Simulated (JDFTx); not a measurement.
# As (R-3m) in JDFTx: equation of state

Aim: energy against volume of As in PBEsol, for its equilibrium volume and stiffness.

Program: JDFTx 1.7.0 (patched build). These are calculated values, not measurements. Logs are shortened: lines on timing, memory, paths and dates and some standing lists are left out, and cuts for length are marked. The log counts tension as positive stress, the text compression.

**1. The crystal as given**

Symmetry: R-3m, No. 166, trigonal system. Conventional cell: a = 3.762 Å, b = 3.762 Å, c = 10.542 Å, α = 90.00°, β = 90.00°, γ = 120.00°. As (site symmetry 3m) is surrounded by 3 As at 2.51 Å.

**2. Equation of state, PBEsol, 20.24 Å³/atom (volume scaled by 0.94)**

As.in

```
lattice \
    3.4816361652    -3.4816361652     0.0000000000 \
    2.0101235771     2.0101235771    -4.0202471544 \
    6.5050539669     6.5050539669     6.5050539669
coords-type Lattice
ion As     0.2260000000     0.2260000000     0.2260000000 1
ion As     0.7740000000     0.7740000000     0.7740000000 1

ion-species pseudo/As.upf
elec-cutoff 42 336
elec-ex-corr gga-PBEsol
kpoint-folding 9 9 9
elec-smearing Fermi 0.0018374661
elec-n-bands 22
electronic-SCF nIterations 100 energyDiffThreshold 1e-09
electronic-minimize nIterations 30 energyDiffThreshold 1e-7
forces-output-coords Cartesian

dump-name run.$VAR
dump End Ecomponents EigStats BandEigs Kpoints Forces Stress ElecDensity Dtot KEdensity
```

Potentials or basis: PseudoDojo-SR-PBEsol-0.4.1-standard with smoothed tails.

On the command line:

```
$ jdftx -c 1 -i As.in -o As.out
```

Standard output:

```text
*************** JDFTx 1.7.0 (patched build) ***************

Input parsed successfully to the following command list (including defaults):
[... the input with its defaults ...]

---------- Setting up symmetries ----------

Non-trivial transmission matrix:
[   1   0   0  ]
[  -1   1   0  ]
[   0  -1   1  ]
with reduced lattice vectors:
[      6.963272     -3.481636      0.000000  ]
[      0.000000      6.030371     -4.020247  ]
[      0.000000      0.000000      6.505054  ]

Found 12 point-group symmetries of the bravais lattice
Found 12 space-group symmetries with basis
Applied RMS atom displacement 0 bohrs to make symmetries exact.

---------- Initializing the Grid ----------
R =
[      3.48164     -3.48164            0  ]
[      2.01012      2.01012     -4.02025  ]
[      6.50505      6.50505      6.50505  ]
unit cell volume = 273.154
G =
[   0.902332   0.520962   0.321964  ]
[  -0.902332   0.520962   0.321964  ]
[ -1.05418e-17   -1.04192   0.321964  ]
Minimum fftbox size, Smin = [  64  64  64  ]
Chosen fftbox size, S = [  64  64  64  ]

---------- Initializing tighter grid for wavefunction operations ----------
R =
[      3.48164     -3.48164            0  ]
[      2.01012      2.01012     -4.02025  ]
[      6.50505      6.50505      6.50505  ]
unit cell volume = 273.154
G =
[   0.902332   0.520962   0.321964  ]
[  -0.902332   0.520962   0.321964  ]
[ -1.05418e-17   -1.04192   0.321964  ]
Minimum fftbox size, Smin = [  48  48  48  ]
Chosen fftbox size, S = [  48  48  48  ]

---------- Exchange Correlation functional ----------
Initalized PBEsol GGA exchange.
Initalized PBEsol GGA correlation.

---------- Setting up pseudopotentials ----------
Width of ionic core gaussian charges (only for fluid interactions / plotting) set to 0

Reading pseudopotential file 'pseudo/As.upf':
  'As' pseudopotential, 'PBESOL' functional
  Generated using ONCVPSP code by D. R. Hamann
  15 valence electrons, 3 orbitals, 6 projectors, 1001 radial grid points, with lMax = 2
    3D    l: 2   occupation: 10.0   eigenvalue: -1.493596
    4S    l: 0   occupation:  2.0   eigenvalue: -0.532985
    4P    l: 1   occupation:  3.0   eigenvalue: -0.190970
  Core radius for overlap checks: 1.74 bohrs.

Initialized 1 species with 2 total atoms.

Folded 1 k-points by 9x9x9 to 729 k-points.

---------- Setting up k-points, bands, fillings ----------
Reduced to 85 k-points under symmetry.
Computing the number of bands and number of electrons
Calculating initial fillings.
nElectrons:  30.000000   nBands: 22   nStates: 85

----- Setting up reduced wavefunction bases (one per k-point) -----
average nbasis = 3551.469 , ideal nbasis = 3551.209

---------- Setting up ewald sum ----------
Optimum gaussian width for ewald sums = 2.359158 bohr.
Real space sum over 1331 unit cells with max indices [  5  5  5  ]
Reciprocal space sum over 2197 terms with max indices [  6  6  6  ]

---------- Allocating electronic variables ----------
Initializing wave functions:  linear combination of atomic orbitals
Note: number of bands (22) exceeds available atomic orbitals (18)
As pseudo-atom occupations:   s ( 2 )  p ( 3 )  d ( 10 )
	FillingsUpdate:  mu: +0.454742822  nElectrons: 30.000000
LCAOMinimize: Iter:   0  F: -191.8787223736047736  |grad|_K:  3.839e-04  alpha:  1.000e+00
	FillingsUpdate:  mu: +0.455745014  nElectrons: 30.000000
LCAOMinimize: Iter:   1  F: -191.8807658722539315  |grad|_K:  9.690e-06  alpha:  6.550e-01  linmin:  4.635e-03  cgtest: -3.801e-02
	FillingsUpdate:  mu: +0.455672093  nElectrons: 30.000000
LCAOMinimize: Iter:   2  F: -191.8807676118780989  |grad|_K:  5.689e-07  alpha:  9.015e-01  linmin:  1.834e-03  cgtest:  4.938e-02
	FillingsUpdate:  mu: +0.455670124  nElectrons: 30.000000
LCAOMinimize: Iter:   3  F: -191.8807676163975486  |grad|_K:  7.135e-08  alpha:  6.791e-01  linmin: -4.331e-05  cgtest:  1.054e-03
	FillingsUpdate:  mu: +0.455670349  nElectrons: 30.000000
LCAOMinimize: Iter:   4  F: -191.8807676164946372  |grad|_K:  2.826e-09  alpha:  9.321e-01  linmin:  1.077e-02  cgtest: -1.699e-01
LCAOMinimize: Converged (|Delta F|<1.000000e-06 for 2 iters).

-------- Electronic minimization -----------
Will mix electronic density at each iteration.
	FillingsUpdate:  mu: +0.455670349  nElectrons: 30.000000
	FillingsUpdate:  mu: +0.438338462  nElectrons: 30.000000
SCF: Cycle:  0   F: -191.936595932095088   dF: -5.583e-02   |Residual|: 6.315e-02   |deigs|: 2.673e-01
	FillingsUpdate:  mu: +0.440355387  nElectrons: 30.000000
SCF: Cycle:  1   F: -191.942364941042996   dF: -5.769e-03   |Residual|: 2.513e-02   |deigs|: 5.117e-03
	FillingsUpdate:  mu: +0.441822749  nElectrons: 30.000000
SCF: Cycle:  2   F: -191.942928792384890   dF: -5.639e-04   |Residual|: 1.024e-02   |deigs|: 1.377e-03
	FillingsUpdate:  mu: +0.442331865  nElectrons: 30.000000
SCF: Cycle:  3   F: -191.942955445002070   dF: -2.665e-05   |Residual|: 1.698e-03   |deigs|: 5.230e-04
	FillingsUpdate:  mu: +0.442437181  nElectrons: 30.000000
SCF: Cycle:  4   F: -191.942957360282264   dF: -1.915e-06   |Residual|: 6.867e-04   |deigs|: 1.211e-04
	FillingsUpdate:  mu: +0.442454058  nElectrons: 30.000000
SCF: Cycle:  5   F: -191.942958395865531   dF: -1.036e-06   |Residual|: 1.160e-04   |deigs|: 1.035e-04
	FillingsUpdate:  mu: +0.442459976  nElectrons: 30.000000
SCF: Cycle:  6   F: -191.942958636025821   dF: -2.402e-07   |Residual|: 4.885e-05   |deigs|: 3.658e-05
	FillingsUpdate:  mu: +0.442463564  nElectrons: 30.000000
SCF: Cycle:  7   F: -191.942958765487418   dF: -1.295e-07   |Residual|: 2.738e-05   |deigs|: 3.051e-05
	FillingsUpdate:  mu: +0.442464014  nElectrons: 30.000000
SCF: Cycle:  8   F: -191.942958805992532   dF: -4.051e-08   |Residual|: 6.416e-06   |deigs|: 1.729e-05
	FillingsUpdate:  mu: +0.442463876  nElectrons: 30.000000
SCF: Cycle:  9   F: -191.942958829000048   dF: -2.301e-08   |Residual|: 4.055e-06   |deigs|: 2.138e-05
	FillingsUpdate:  mu: +0.442464004  nElectrons: 30.000000
SCF: Cycle: 10   F: -191.942958834139603   dF: -5.140e-09   |Residual|: 2.574e-06   |deigs|: 1.175e-05
	FillingsUpdate:  mu: +0.442463857  nElectrons: 30.000000
SCF: Cycle: 11   F: -191.942958838242077   dF: -4.102e-09   |Residual|: 1.331e-06   |deigs|: 2.196e-05
	FillingsUpdate:  mu: +0.442463876  nElectrons: 30.000000
SCF: Cycle: 12   F: -191.942958839108314   dF: -8.662e-10   |Residual|: 6.871e-07   |deigs|: 8.649e-06
	FillingsUpdate:  mu: +0.442463879  nElectrons: 30.000000
SCF: Cycle: 13   F: -191.942958839769688   dF: -6.614e-10   |Residual|: 1.156e-06   |deigs|: 9.518e-06
SCF: Converged (|Delta E|<1.000000e-09 for 2 iters).

Setting wave functions to eigenvectors of Hamiltonian

# Stress tensor in Cartesian coordinates [Eh/a0^3]:
[  -0.00023108            0            0  ]
[            0  -0.00023108            0  ]
[            0            0 -0.000131847  ]

# Ionic positions in lattice coordinates:
ion As   0.226000000000000   0.226000000000000   0.226000000000000 1
ion As   0.774000000000000   0.774000000000000   0.774000000000000 1

# Forces in Cartesian coordinates:
force As   0.000000000000001  -0.000000000000001   0.016108652983752 1
force As  -0.000000000000001  -0.000000000000001  -0.016108652983751 1

# Energy components:
   Eewald =     -122.1646211971753786
       EH =       58.5932113370035310
     Eloc =     -149.1549817318939972
      Enl =     -104.5042197352624527
      Exc =      -47.0517638606457282
 Exc_core =       19.9206480777684547
       KE =      152.4188188446606489
-------------------------------------
     Etot =     -191.9429082655449008
       TS =        0.0000505742247919
-------------------------------------
        F =     -191.9429588397696875

IonicMinimize: Iter:   0  F: -191.942958839769688  |grad|_K:  9.300e-03
IonicMinimize: None of the convergence criteria satisfied after 0 iterations.

#--- Lowdin population analysis ---
# oxidation-state As +0.040 +0.040

Dumping 'run.eigStats' ...
	eMin: -0.900792 at state 0 ( [ +0.000000 +0.000000 +0.000000 ] spin 0 )
	HOMO: +0.441134 at state 76 ( [ +0.333333 +0.333333 +0.444444 ] spin 0 )
	mu  : +0.442464
	LUMO: +0.443450 at state 58 ( [ +0.222222 +0.222222 +0.333333 ] spin 0 )
	eMax: +0.945999 at state 61 ( [ +0.222222 +0.222222 -0.333333 ] spin 0 )
	HOMO-LUMO gap: +0.002316
	Optical gap  : +0.014974 at state 4 ( [ +0.000000 +0.000000 +0.444444 ] spin 0 )
Done!
```

It took 6.4 min on 1 thread of Intel Xeon Platinum 8259CL at 2.50GHz (Skylake/Cascade Lake), shared host; peak memory 0.34 GiB.

Results:

```yaml
Free_energy: -5223.0340 eV
Pressure: 5.8 GPa
Largest_force: 0.828 eV/Å
Band_gap_on_the_k_mesh: none (metal or under the smearing width)
```

**3. Equation of state, PBEsol, 20.67 Å³/atom (volume scaled by 0.96)**

Changes to As.in since step 2:

```diff
@@ -1,5 +1,5 @@
 lattice \
-    3.4816361652    -3.4816361652     0.0000000000 \
-    2.0101235771     2.0101235771    -4.0202471544 \
-    6.5050539669     6.5050539669     6.5050539669
+    3.5061555376    -3.5061555376     0.0000000000 \
+    2.0242798434     2.0242798434    -4.0485596869 \
+    6.5508657154     6.5508657154     6.5508657154
 coords-type Lattice
```

Potentials or basis: PseudoDojo-SR-PBEsol-0.4.1-standard with smoothed tails.

On the command line:

```
$ jdftx -c 1 -i As.in -o As.out
```

Run time: 7.4 min. Hardware: 1 thread of Intel Xeon Platinum 8259CL at 2.50GHz (Skylake/Cascade Lake), shared host; peak memory 0.35 GiB.

It converged, with:

```
Free energy            : -5223.0598 eV
Pressure               : 3.8 GPa
Largest force          : 0.668 eV/Å
Band gap on the k mesh : none (metal or under the smearing width)
```

**4. Equation of state, PBEsol, 21.10 Å³/atom (volume scaled by 0.98)**

Changes to As.in since step 3:

```diff
@@ -1,5 +1,5 @@
 lattice \
-    3.5061555376    -3.5061555376     0.0000000000 \
-    2.0242798434     2.0242798434    -4.0485596869 \
-    6.5508657154     6.5508657154     6.5508657154
+    3.5303366848    -3.5303366848     0.0000000000 \
+    2.0382408352     2.0382408352    -4.0764816705 \
+    6.5960455274     6.5960455274     6.5960455274
 coords-type Lattice
```

On the command line:

```
$ jdftx -c 1 -i As.in -o As.out
```

It took 6.3 min on 1 thread of Intel Xeon Platinum 8259CL at 2.50GHz (Skylake/Cascade Lake), shared host; peak memory 0.37 GiB.

It converged, with:

```yaml
Free_energy: -5223.0753 eV
Pressure: 2.0 GPa
Largest_force: 0.518 eV/Å
Band_gap_on_the_k_mesh: none (metal or under the smearing width)
```

**5. Equation of state, PBEsol, 21.53 Å³/atom**

Changes to As.in since step 4:

```diff
@@ -1,5 +1,5 @@
 lattice \
-    3.5303366848    -3.5303366848     0.0000000000 \
-    2.0382408352     2.0382408352    -4.0764816705 \
-    6.5960455274     6.5960455274     6.5960455274
+    3.5541910346    -3.5541910346     0.0000000000 \
+    2.0520131505     2.0520131505    -4.1040263011 \
+    6.6406147546     6.6406147546     6.6406147546
 coords-type Lattice
```

On the command line:

```
$ jdftx -c 1 -i As.in -o As.out
```

It took 6.8 min on 1 thread of Intel Xeon Platinum 8259CL at 2.50GHz (Skylake/Cascade Lake), shared host; peak memory 0.37 GiB.

The run converged. Its results:

- Free energy: -5223.0815 eV
- Pressure: 0.3 GPa
- Largest force: 0.376 eV/Å
- Band gap on the k mesh: none (metal or under the smearing width)

[end of part 1 of 2]
